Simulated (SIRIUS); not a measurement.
# AlN (P6_3mc) in SIRIUS: reference runs

How does AlN come out in PBEsol? The cell is run as given.

Everything below comes from runs of SIRIUS, more than one build. Logs are shortened: lines on timing, memory, paths and dates and some standing lists are left out, and cuts for length are marked. The log counts tension as positive stress, the text compression.

**What was measured.**

From “Self-assembly of well-separated AlN nanowires directly on sputtered metallic TiN films”, 2019, arxiv:1910.07391, for a bulk crystal of AlN at 10 K: band gap 6.034 eV (an exciton energy, a little under the gap).

The results are compared with them further down.

### 1 The crystal as given

It takes space group P6_3mc (No. 186, hexagonal). Conventional cell: a = 3.113 Å, b = 3.113 Å, c = 4.981 Å, α = 90.00°, β = 90.00°, γ = 120.00°. Al (site symmetry 3m) is surrounded by 4 N at 1.89 Å. N (site symmetry 3m) has 4 Al at 1.89 Å as nearest neighbours.

### 2 Single point, PBEsol

The input, sirius.json:

```json
{
  "control": {
    "processing_unit": "cpu",
    "verbosity": 2,
    "num_bands_to_print": 15,
    "print_forces": true,
    "print_stress": true
  },
  "parameters": {
    "electronic_structure_method": "pseudopotential",
    "xc_functionals": ["XC_GGA_X_PBE_SOL", "XC_GGA_C_PBE_SOL"],
    "gk_cutoff": 9.2,
    "pw_cutoff": 18.4,
    "ngridk": [10, 10, 6],
    "shiftk": [0, 0, 0],
    "smearing": "fermi_dirac",
    "smearing_width": 0.0018374661,
    "num_bands": 15,
    "num_mag_dims": 0,
    "num_dft_iter": 100,
    "energy_tol": 1e-08,
    "density_tol": 1e-06
  },
  "iterative_solver": {
    "type": "davidson",
    "min_tolerance": 1e-10
  },
  "mixer": {
    "type": "anderson",
    "beta": 0.7,
    "max_history": 8
  },
  "settings": {
    "tol_ne": 1e-10,
    "pseudo_grid_cutoff": 6.5
  },
  "unit_cell": {
    "lattice_vectors": [
      [5.88271742596, 0.0, 0.0],
      [-2.94135871298, 5.094582734203, 0.0],
      [0.0, 0.0, 9.412725826761]
    ],
    "atom_coordinate_units": "lattice",
    "atom_types": ["Al", "N"],
    "atom_files": {
      "N": "N.json",
      "Al": "Al.json"
    },
    "atoms": {
      "Al": [
        [0.6666666667, 0.3333333333, 0.5],
        [0.3333333333, 0.6666666667, 0.0]
      ],
      "N": [
        [0.6666666667, 0.3333333333, 0.88],
        [0.3333333333, 0.6666666667, 0.38]
      ]
    }
  }
}
```

Potentials or basis: PseudoDojo 0.4.1 PBEsol standard (scalar relativistic).

Started as:

```bash
> upf_to_json N.upf
> upf_to_json Al.upf
> OMP_NUM_THREADS=1 sirius.scf --input=sirius.json --output=out.json --task=0
```

The log of the run:

```text
[info] SIRIUS version : 7.12.0
[info] number of MPI ranks           : 1
[info] MPI grid                      : 1 1
[info] maximum number of OMP threads : 1
[fft] FFT context for density and potential
[fft] =====================================
[fft]   comm size                             : 1
[fft]   plane wave cutoff                     : 18.4
[fft]   grid size                             : 40 40 60   total : 96000
[fft]   grid limits                           : -19 20   -19 20   -29 30
[fft]   number of G-vectors within the cutoff : 14866
[fft]   local number of G-vectors             : 14866
[fft]   number of G-shells                    : 1544
[fft] FFT context for coarse grid
[fft] =====================================
[fft]   comm size                             : 1
[fft]   plane wave cutoff                     : 18.4
[fft]   grid size                             : 40 40 60   total : 96000
[fft]   grid limits                           : -19 20   -19 20   -29 30
[fft]   number of G-vectors within the cutoff : 14866
[fft]   local number of G-vectors             : 14866
[fft]   number of G-shells                    : 1544
[unit cell] lattice vectors
[unit cell]   a1 :       5.8827174260      0.0000000000      0.0000000000
[unit cell]   a2 :      -2.9413587130      5.0945827342      0.0000000000
[unit cell]   a3 :       0.0000000000      0.0000000000      9.4127258268
[unit cell] reciprocal lattice vectors
[unit cell]   b1 :       1.0680753217      0.6166535745     -0.0000000000
[unit cell]   b2 :       0.0000000000      1.2333071490      0.0000000000
[unit cell]   b3 :       0.0000000000     -0.0000000000      0.6675202723
[unit cell] unit cell volume :       282.09930482 [a.u.^3]
[unit cell] 1/sqrt(omega)    :         0.05953865
[unit cell] MT volume        :         0.00000000 ( 0.00%)
[unit cell] IT volume        :       282.09930482 (100.00%)
[unit cell] number of atom types : 2
[unit cell] type id : 0 symbol : Al mt_radius :  18.750000 num_atoms : 2
[unit cell] type id : 1 symbol :  N mt_radius :  10.570000 num_atoms : 2
[unit cell] total number of atoms : 4
[unit cell] number of symmetry classes : 2
[unit cell] number of PAW atoms : 0
[unit cell] atom id  type id  class id             position                      vector_field
[unit cell] ------------------------------------------------------------------------------------------
[unit cell]      0        0        0      0.66667   0.33333   0.50000      0.00000   0.00000   0.00000
[unit cell]      1        0        0      0.33333   0.66667   0.00000      0.00000   0.00000   0.00000
[unit cell]      2        1        1      0.66667   0.33333   0.88000      0.00000   0.00000   0.00000
[unit cell]      3        1        1      0.33333   0.66667   0.38000      0.00000   0.00000   0.00000
[unit cell] atom id         position (Cartesian, a.u.)
[unit cell] ---------------------------------------------
[unit cell]      0       2.941359    1.698194    4.706363
[unit cell]      1      -0.000000    3.396388    0.000000
[unit cell]      2       2.941359    1.698194    8.283199
[unit cell]      3      -0.000000    3.396388    3.576836
[unit cell] class id : 0 atom id : 0 1
[unit cell] class id : 1 atom id : 2 3
[unit cell] minimum bond length:     3.576836
[unit cell] total number of pseudo wave-functions: 16
[sym] space group number   : 186
[... 325 lines left out ...]
[diagonalize] iterative solver tolerance (occupied, empty): 9.94233e-08 9.94233e-08
[diagonalize] average number of iterations: 1.51786
[diagonalize] Lowest band energies
[diagonalize] ik:    0   -0.298400   -0.217961    0.035571    0.226895    0.226895    0.251028    0.251028    0.257653    0.409656    0.499078    0.642851    0.664326    0.664326    0.737555    0.738016
[diagonalize] ik:    1   -0.293680   -0.215298    0.041173    0.205226    0.220765    0.229873    0.250278    0.255598    0.430987    0.517845    0.623530    0.634485    0.677736    0.722288    0.736380
[diagonalize] ik:    2   -0.280114   -0.208351    0.057559    0.156543    0.188892    0.207488    0.246465    0.248021    0.468831    0.541638    0.572493    0.612293    0.695706    0.704157    0.704434
[diagonalize] ik:    3   -0.259774   -0.200505    0.083185    0.106123    0.147659    0.193986    0.232527    0.240447    0.485704    0.513419    0.545210    0.632671    0.679864    0.679905    0.698508
[diagonalize] ik:    4   -0.237421   -0.197191    0.069545    0.113066    0.117525    0.184468    0.208795    0.235275    0.473872    0.478999    0.552641    0.631861    0.661419    0.698457    0.711988
[diagonalize] ...
[diagonalize] ik:   51   -0.211365   -0.211365    0.057460    0.057460    0.180342    0.180342    0.218289    0.218289    0.463731    0.463731    0.600438    0.600438    0.668904    0.668904    0.751402
[diagonalize] ik:   52   -0.225107   -0.225107    0.088284    0.088284    0.175415    0.175415    0.214931    0.214931    0.496006    0.496006    0.602715    0.602715    0.669051    0.669051    0.731101
[diagonalize] ik:   53   -0.211943   -0.211943    0.071893    0.071893    0.153071    0.153071    0.221924    0.221924    0.492186    0.492186    0.590427    0.590427    0.672067    0.672067    0.743300
[diagonalize] ik:   54   -0.206406   -0.206406    0.065196    0.065196    0.144440    0.144440    0.225348    0.225348    0.490601    0.490601    0.583159    0.583159    0.670119    0.670119    0.758027
[diagonalize] ik:   55   -0.204587   -0.204587    0.075924    0.075924    0.122654    0.122654    0.227636    0.227636    0.514001    0.514001    0.557390    0.557390    0.688883    0.688883    0.756488
[find] Charges and magnetic moments
[find] --------------------------------------------------------------------------------
[find] total charge          : 16.000000
[find] Energy
[find] --------------------------------------------------------------------------------
[find] valence_eval_sum               :       1.04543390
[find] <rho|V^{XC}>                   :      -9.19150973
[find] <rho|E^{XC}>                   :      -8.41179164
[find] <mag|B^{XC}>                   :       0.00000000
[find] <rho|V^{H}>                    :      11.22364666
[find] one-electron contribution      :      -0.98670302 (Ha),      -1.97340604 (Ry)
[find] hartree contribution           :       5.61182333
[find] xc contribution                :      -8.41179164
[find] ewald contribution             :     -21.74322414
[find] PAW contribution               :       0.00000000
[find] smearing (-TS)                 :       0.00000000
[find] SCF correction                 :       0.00000022
[find] Total energy                   :     -25.52989526 (Ha),     -51.05979052 (Ry)
[find] Free energy (E-TS)             :     -25.52989526 (Ha),     -51.05979052 (Ry)
[find] band gap (eV)                  :       4.13619856
[find] Efermi                         :       0.33152370
[find] iteration : 16, RMS (target) : 4.7015e-07 (1.0000e-06) , energy difference (target) : -1.6733e-10 (1.0000e-08)
[find] bands are converged : true
[find] iterative solver converged : false
[find] converged after 17 SCF iterations!
[find] Charges and magnetic moments
[find] --------------------------------------------------------------------------------
[find] total charge          : 16.000000
[find] Energy
[find] --------------------------------------------------------------------------------
[find] valence_eval_sum               :       1.04543390
[find] <rho|V^{XC}>                   :      -9.19150973
[find] <rho|E^{XC}>                   :      -8.41179164
[find] <mag|B^{XC}>                   :       0.00000000
[find] <rho|V^{H}>                    :      11.22364666
[find] one-electron contribution      :      -0.98670302 (Ha),      -1.97340604 (Ry)
[find] hartree contribution           :       5.61182333
[find] xc contribution                :      -8.41179164
[find] ewald contribution             :     -21.74322414
[find] PAW contribution               :       0.00000000
[find] smearing (-TS)                 :       0.00000000
[find] SCF correction                 :       0.00000022
[find] Total energy                   :     -25.52989526 (Ha),     -51.05979052 (Ry)
[find] Free energy (E-TS)             :     -25.52989526 (Ha),     -51.05979052 (Ry)
[find] band gap (eV)                  :       4.13619856
[find] Efermi                         :       0.33152370
[ground_state] === stress tensor components [kbar] ===
[ground_state] === stress_kin ===
[ground_state] -11323.248214    0.000000    0.000000
[ground_state]     0.000000-11323.248214   -0.000000
[ground_state]     0.000000   -0.000000-11359.511477
[ground_state] === stress_har ===
[ground_state] -1883.630848    0.000000   -0.000000
[ground_state]     0.000000-1883.630848    0.000000
[ground_state]    -0.000000    0.000000-2085.482997
[ground_state] === stress_ewald ===
[ground_state]  7673.398367    0.000000    0.000000
[ground_state]     0.000000 7673.398367    0.000000
[ground_state]     0.000000    0.000000 7329.886452
[ground_state] === stress_vloc ===
[ground_state]  2111.574650    0.000000   -0.000000
[ground_state]     0.000000 2111.574650    0.000000
[ground_state]    -0.000000    0.000000 2657.780080
[ground_state] === stress_xc ===
[ground_state]   831.206236   -0.000000    0.000000
[ground_state]    -0.000000  831.206236    0.000000
[ground_state]     0.000000    0.000000  830.813900
[ground_state] === stress_core ===
[ground_state]  1727.618154    0.000000   -0.000000
[ground_state]     0.000000 1727.618154    0.000000
[ground_state]    -0.000000    0.000000 1725.494890
[ground_state] === stress_nonloc ===
[ground_state]   866.913572    0.000000    0.000000
[ground_state]     0.000000  866.913572   -0.000000
[ground_state]     0.000000   -0.000000  889.475103
[ground_state] === stress_us_nl ===
[ground_state]   866.913572    0.000000    0.000000
[ground_state]     0.000000  866.913572   -0.000000
[ground_state]     0.000000   -0.000000  889.475103
[ground_state] === stress_total ===
[ground_state]     3.831916   -0.000000    0.000000
[ground_state]    -0.000000    3.831916   -0.000000
[ground_state]     0.000000   -0.000000  -11.544051
[ground_state] ==== total Forces in Ha/bohr =====
[ground_state] atom:    0, force:       0.0000000     -0.0000000     -0.0025675
[ground_state] atom:    1, force:      -0.0000000      0.0000000     -0.0025675
[ground_state] atom:    2, force:      -0.0000000      0.0000000      0.0025677
[ground_state] atom:    3, force:      -0.0000000     -0.0000000      0.0025677
[ground_state] ==== ultrasoft contribution from Qij =====
[ground_state] atom:    0, force:       0.0000000      0.0000000      0.0000000
[ground_state] atom:    1, force:       0.0000000      0.0000000      0.0000000
[ground_state] atom:    2, force:       0.0000000      0.0000000      0.0000000
[ground_state] atom:    3, force:       0.0000000      0.0000000      0.0000000
[ground_state] ==== non-local contribution from Beta-projector =====
[ground_state] atom:    0, force:       0.0000000     -0.0000000     -0.0121790
[ground_state] atom:    1, force:       0.0000000      0.0000000     -0.0121790
[ground_state] atom:    2, force:       0.0000000      0.0000000      0.0016170
[ground_state] atom:    3, force:      -0.0000000     -0.0000000      0.0016170
[ground_state] ==== contribution from local potential =====
[ground_state] atom:    0, force:       0.0000000      0.0000000      0.0184268
[ground_state] atom:    1, force:      -0.0000000      0.0000000      0.0184268
[ground_state] atom:    2, force:       0.0000000     -0.0000000     -0.0086730
[ground_state] atom:    3, force:       0.0000000     -0.0000000     -0.0086730
[ground_state] ==== contribution from core density =====
[ground_state] atom:    0, force:      -0.0000000      0.0000000      0.0010390
[ground_state] atom:    1, force:      -0.0000000      0.0000000      0.0010390
[ground_state] atom:    2, force:       0.0000000      0.0000000     -0.0002306
[ground_state] atom:    3, force:      -0.0000000      0.0000000     -0.0002306
[ground_state] ==== Ewald forces from ions =====
[ground_state] atom:    0, force:       0.0000000     -0.0000000     -0.0098543
[ground_state] atom:    1, force:       0.0000000      0.0000000     -0.0098543
[ground_state] atom:    2, force:       0.0000000     -0.0000000      0.0098543
[ground_state] atom:    3, force:       0.0000000      0.0000000      0.0098543
[~DFT_ground_state] local op. applied: 31901
[~DFT_ground_state] evp. work count: 9107.17
[~DFT_ground_state] number of iterative solver steps: 2110
```

Run time: 67 s. Hardware: 1 thread of AMD EPYC 7R43 (Zen 3), shared host; peak memory 0.51 GiB.

Results:

```
Free energy            : -694.7038 eV
Pressure               : 0.1 GPa
Largest force          : 0.132 eV/Å
Band gap on the k mesh : 4.14 eV
```

Forces in eV/Å, atoms in the order of the input:
```
Al   0.000  0.000 -0.132
Al   0.000  0.000 -0.132
N    0.000  0.000  0.132
N    0.000  0.000  0.132
```

(Part 1 of 2 ends here.)
